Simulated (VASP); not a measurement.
# TiC (P-6m2) in VASP: a series of runs

Aim: see how the results for TiC move with the level of theory and the settings. Levels: LDA, PBEsol, RPBE, r2SCAN. Tasks: band structure.

All numbers are computed with VASP 6.6.1; they aren't measurements. Logs are shortened: lines on timing, memory, paths and dates and some standing lists are left out, and cuts for length are marked.

### 1 Starting point

Symmetry: P-6m2, No. 187, hexagonal system. Conventional cell: a = 3.042 Å, b = 3.042 Å, c = 2.698 Å, α = 90.00°, β = 90.00°, γ = 120.00°. Ti (site symmetry -6m2) is surrounded by 6 C at 2.21 Å. Around C (site symmetry -6m2) lie 6 Ti at 2.21 Å.

The cell was built by a generator and needn't be a form met in nature.

### 2 Band structure, LDA

Contents of INCAR:

```
PREC = Accurate
ENCUT = 520
EDIFF = 1E-7
ISMEAR = -1
SIGMA = 0.05
LREAL = F
LASPH = T
NELM = 80
ALGO = Normal
ISIF = 2
LWAVE = F
LCHARG = F
LMAXMIX = 4
GGA = CA
NBANDS = 15
```

Contents of KPOINTS:

```
regular mesh
0
Gamma
  10 10 10
```

Contents of POSCAR:

```
TiC
1.0
    3.0420900000      0.0000000000      0.0000000000
   -1.5210400000      2.6345200000      0.0000000000
    0.0000000000      0.0000000000      2.6979700000
Ti C
1 1
Direct
    0.0000000000      0.0000000000      0.5000000000
    0.3333300000      0.6666700000      0.0000000000
```

Contents of KPOINTS_OPT:

```
path GMKGALHA,LM,KH
10
line-mode
reciprocal
 0.0000000000  0.0000000000  0.0000000000  G
 0.5000000000  0.0000000000  0.0000000000  M

 0.5000000000  0.0000000000  0.0000000000  M
 0.3333333333  0.3333333333  0.0000000000  K

 0.3333333333  0.3333333333  0.0000000000  K
 0.0000000000  0.0000000000  0.0000000000  G

 0.0000000000  0.0000000000  0.0000000000  G
 0.0000000000  0.0000000000  0.5000000000  A

 0.0000000000  0.0000000000  0.5000000000  A
 0.5000000000  0.0000000000  0.5000000000  L

 0.5000000000  0.0000000000  0.5000000000  L
 0.3333333333  0.3333333333  0.5000000000  H

 0.3333333333  0.3333333333  0.5000000000  H
 0.0000000000  0.0000000000  0.5000000000  A

 0.5000000000  0.0000000000  0.5000000000  L
 0.5000000000  0.0000000000  0.0000000000  M

 0.3333333333  0.3333333333  0.0000000000  K
 0.3333333333  0.3333333333  0.5000000000  H
```

Potentials or basis: VASP PAW LDA potentials, release 64 (Ti_sv, C).

Started as:

```bash
$ cat potpaw_LDA.64/Ti_sv/POTCAR potpaw_LDA.64/C/POTCAR > POTCAR
$ mpirun -np 1 vasp_std > vasp.out
```

OUTCAR:

```text
PREC = Accurate
   ENCUT = 520
   EDIFF = 1E-7
   ISMEAR = -1
   LREAL = F
   LASPH = T
   NELM = 80
   ISIF = 2
   GGA = CA

 ion  position               nearest neighbor table
   1  0.000  0.000  0.500-   2 2.21   2 2.21   2 2.21   2 2.21   2 2.21   2 2.21
   2  0.333  0.667  0.000-   1 2.21   1 2.21   1 2.21   1 2.21   1 2.21   1 2.21

  LATTYP: Found a hexagonal cell.
 ALAT       =     3.0420900000
 C/A-ratio  =     0.8868804013

  Lattice vectors:

 A1 = (   3.0420900000,   0.0000000000,   0.0000000000)
 A2 = (  -1.5210400000,   2.6345200000,   0.0000000000)
 A3 = (   0.0000000000,   0.0000000000,   2.6979700000)

Analysis of symmetry for initial positions (statically):
=====================================================================
 Subroutine PRICEL returns:
 Original cell was already a primitive cell.

 Routine SETGRP: Setting up the symmetry group for a
 hexagonal supercell.

 Subroutine GETGRP returns: Found  4 space group operations
 (whereof  4 operations were pure point group operations)
 out of a pool of 24 trial point group operations.

The static configuration has the point symmetry C_2v.

Analysis of symmetry for dynamics (positions and initial velocities):
=====================================================================
 Subroutine PRICEL returns:
 Original cell was already a primitive cell.

 Routine SETGRP: Setting up the symmetry group for a
 hexagonal supercell.

 Subroutine GETGRP returns: Found  4 space group operations
 (whereof  4 operations were pure point group operations)
 out of a pool of 24 trial point group operations.

The dynamic configuration has the point symmetry C_2v.

 Subroutine INISYM returns: Found  4 space group operations
 (whereof  4 operations are pure point group operations),
 and found     1 'primitive' translations

----------------------------------------------------------------------------------------

                                     Primitive cell

  volume of cell :      21.6227

  direct lattice vectors                    reciprocal lattice vectors
     3.042090000  0.000000000  0.000000000     0.328721372  0.189787269  0.000000000
    -1.521040000  2.634520000  0.000000000     0.000000000  0.379575786  0.000000000
     0.000000000  0.000000000  2.697970000     0.000000000  0.000000000  0.370649044

  length of vectors
     3.042090000  3.042081247  2.697970000     0.379574694  0.379575786  0.370649044

  position of ions in fractional coordinates (direct lattice)
     0.000000000  0.000000000  0.500000000
     0.333330000  0.666670000  0.000000000

  ion indices of the primitive-cell ions
   primitive index   ion index
                 1           1
                 2           2

----------------------------------------------------------------------------------------

 KPOINTS: regular mesh

Automatic generation of k-mesh.
 Grid dimensions read from file:
 generate k-points for:   10   10   10

 Generating k-lattice:

  Cartesian coordinates                     Fractional coordinates (reciprocal lattice)
     0.032872137  0.018978727  0.000000000     0.100000000  0.000000000  0.000000000
     0.000000000  0.037957579  0.000000000     0.000000000  0.100000000  0.000000000
     0.000000000  0.000000000  0.037064904     0.000000000  0.000000000  0.100000000

  Length of vectors
     0.037957469  0.037957579  0.037064904

  Shift w.r.t. Gamma in fractional coordinates (k-lattice)
     0.000000000  0.000000000  0.000000000

 Subroutine IBZKPT returns following result:
 ===========================================

 Found    186 irreducible k-points:

 Following reciprocal coordinates:
            Coordinates               Weight
  0.000000  0.000000  0.000000      1.000000
  0.100000  0.000000  0.000000      4.000000
 -0.100000  0.100000  0.000000      2.000000
  0.200000  0.000000  0.000000      4.000000
 -0.200000  0.200000  0.000000      2.000000
  0.300000  0.000000  0.000000      4.000000
[... 16 lines left out ...]
  0.200000  0.200000  0.000000      2.000000
 -0.200000  0.400000  0.000000      4.000000
[... 50 lines left out ...]
     12      13.7452      0.00000
     13      13.8679      0.00000
     14      16.5202      0.00000
     15      23.3388      0.00000

 k-point     3 :      -0.1000    0.1000    0.0000
  band No.  band energies     occupation
      1     -47.4056      2.00000
      2     -23.9896      2.00000
      3     -23.9576      2.00000
      4     -23.4798      2.00000
      5      -3.2137      2.00000
      6       6.4137      2.00000
      7       6.9588      2.00000
      8       7.5512      2.00000
      9      10.0857      0.00000
     10      11.7245      0.00000
     11      12.4583      0.00000
     12      13.7451      0.00000
     13      13.8680      0.00000
     14      16.5202      0.00000
     15      23.3388      0.00000

 k-point     4 :       0.2000    0.0000    0.0000
  band No.  band energies     occupation
      1     -47.3914      2.00000
      2     -24.0959      2.00000
      3     -23.9816      2.00000
      4     -23.4675      2.00000
      5      -2.7019      2.00000
      6       5.5624      2.00000
      7       7.3484      2.00000
      8       7.7536      2.00000
      9       9.2719      0.00000
     10      11.6477      0.00000
     11      13.0134      0.00000
     12      13.3303      0.00000
     13      13.4579      0.00000
     14      17.6899      0.00000
     15      22.8927      0.00000
[... 307 lines left out ...]
 k-point    22 :       0.5000    0.4000    0.0000
  band No.  band energies     occupation
      1     -47.3540      2.00000
      2     -24.3448      2.00000
      3     -24.0663      2.00000
      4     -23.4350      2.00000
      5      -0.9860      2.00000
      6       3.7882      2.00000
      7       7.1888      2.00000
      8       8.1539      1.98661
      9       8.9353      0.00005
     10      11.3180      0.00000
     11      11.6800      0.00000
     12      12.1585      0.00000
     13      15.1193      0.00000
     14      19.6396      0.00000
     15      23.2094      0.00000

 k-point    23 :       0.2000    0.2000    0.0000
  band No.  band energies     occupation
      1     -47.3656      2.00000
      2     -24.2464      2.00000
      3     -24.0634      2.00000
      4     -23.4451      2.00000
      5      -1.6135      2.00000
      6       4.5161      2.00000
      7       7.0946      2.00000
      8       8.4744      0.39270
      9       8.5906      0.04667
     10      11.3045      0.00000
     11      11.9065      0.00000
     12      12.4812      0.00000
     13      14.7733      0.00000
     14      19.5763      0.00000
     15      22.9717      0.00000

 k-point    24 :      -0.2000    0.4000    0.0000
  band No.  band energies     occupation
      1     -47.3656      2.00000
      2     -24.2464      2.00000
      3     -24.0634      2.00000
      4     -23.4451      2.00000
      5      -1.6135      2.00000
      6       4.5161      2.00000
      7       7.0947      2.00000
      8       8.4743      0.39305
      9       8.5906      0.04670
     10      11.3045      0.00000
     11      11.9065      0.00000
     12      12.4813      0.00000
     13      14.7734      0.00000
     14      19.5763      0.00000
     15      22.9717      0.00000

 [... further k-points ...]
[... 5 lines left out ...]
  --------------------------------------------------------------------------------------
  -------------------------------------------------------------------------------------
  Total       -1.3915027     -1.3915579     -1.6155717     -0.0000570      0.0000000      0.0000000
  in kB     -103.1060068   -103.1100927   -119.7088161     -0.0042237      0.0000000      0.0000000
  external PRESSURE =    -108.6416385 kB  Pullay stress =       0.0000000 kB

 VOLUME and BASIS-vectors are now :
 -----------------------------------------------------------------------------
  energy-cutoff  :      520.00
  volume of cell :       21.62
      direct lattice vectors                 reciprocal lattice vectors
     3.042090000  0.000000000  0.000000000     0.328721372  0.189787269  0.000000000
    -1.521040000  2.634520000  0.000000000     0.000000000  0.379575786  0.000000000
     0.000000000  0.000000000  2.697970000     0.000000000  0.000000000  0.370649044

 POSITION                                       TOTAL-FORCE (eV/Angst)
 -----------------------------------------------------------------------------------
      0.00000      0.00000      1.34899        -0.000080      0.000046      0.000000
     -0.00001      1.75636      0.00000         0.000080     -0.000046      0.000000
 -----------------------------------------------------------------------------------
    total drift:                                0.000038      0.000066     -0.000000

  FREE ENERGIE OF THE ION-ELECTRON SYSTEM (eV)
  ---------------------------------------------------
  free  energy   TOTEN  =       -19.0765688978 eV

  energy  without entropy=      -19.0723517444  energy(sigma->0) =      -19.07446032
```

It took 77 s on 1 thread of AMD EPYC 7R43 (Zen 3), shared host; peak memory 0.17 GiB.

What came out:

```yaml
Free_energy: -19.0766 eV
Pressure: -10.9 GPa
Band_gap_along_the_path: none (metal or under the smearing width)
```

Levels at the corners of the path, in eV from the Fermi level:
| point | band 5 | band 6 | band 7 | band 8 | band 9 | band 10 | band 11 | band 12 |
| --- | --- | --- | --- | --- | --- | --- | --- | --- |
| Γ | -11.80 | -1.58 | -1.58 | -0.99 | 2.31 | 3.35 | 3.35 | 5.68 |
| M | -9.37 | -4.82 | -0.79 | -0.30 | 0.27 | 3.05 | 3.47 | 3.73 |
| M | -9.37 | -4.82 | -0.79 | -0.30 | 0.27 | 3.05 | 3.47 | 3.73 |
| K | -9.04 | -3.54 | -3.23 | -0.24 | 1.86 | 2.20 | 2.44 | 3.46 |
| K | -9.04 | -3.54 | -3.23 | -0.24 | 1.86 | 2.20 | 2.44 | 3.46 |
| Γ | -11.80 | -1.58 | -1.58 | -0.99 | 2.31 | 3.35 | 3.35 | 5.68 |
| Γ | -11.80 | -1.58 | -1.58 | -0.99 | 2.31 | 3.35 | 3.35 | 5.68 |
| A | -8.62 | -5.57 | -0.49 | -0.49 | 1.11 | 1.11 | 4.71 | 4.75 |
| A | -8.62 | -5.57 | -0.49 | -0.49 | 1.11 | 1.11 | 4.71 | 4.75 |
| L | -8.58 | -3.97 | -2.49 | -2.20 | 1.46 | 3.28 | 4.35 | 5.64 |
| L | -8.58 | -3.97 | -2.49 | -2.20 | 1.46 | 3.28 | 4.35 | 5.64 |
| H | -8.35 | -4.43 | -3.68 | -0.36 | 1.06 | 4.08 | 4.86 | 5.28 |
| H | -8.35 | -4.43 | -3.68 | -0.36 | 1.06 | 4.08 | 4.86 | 5.28 |
| A | -8.62 | -5.57 | -0.49 | -0.49 | 1.11 | 1.11 | 4.71 | 4.75 |
| L | -8.58 | -3.97 | -2.49 | -2.20 | 1.46 | 3.28 | 4.35 | 5.64 |
| M | -9.37 | -4.82 | -0.79 | -0.30 | 0.27 | 3.05 | 3.47 | 3.73 |
| K | -9.04 | -3.54 | -3.23 | -0.24 | 1.86 | 2.20 | 2.44 | 3.46 |
| H | -8.35 | -4.43 | -3.68 | -0.36 | 1.06 | 4.08 | 4.86 | 5.28 |

(Continued in part 2 of 2.)
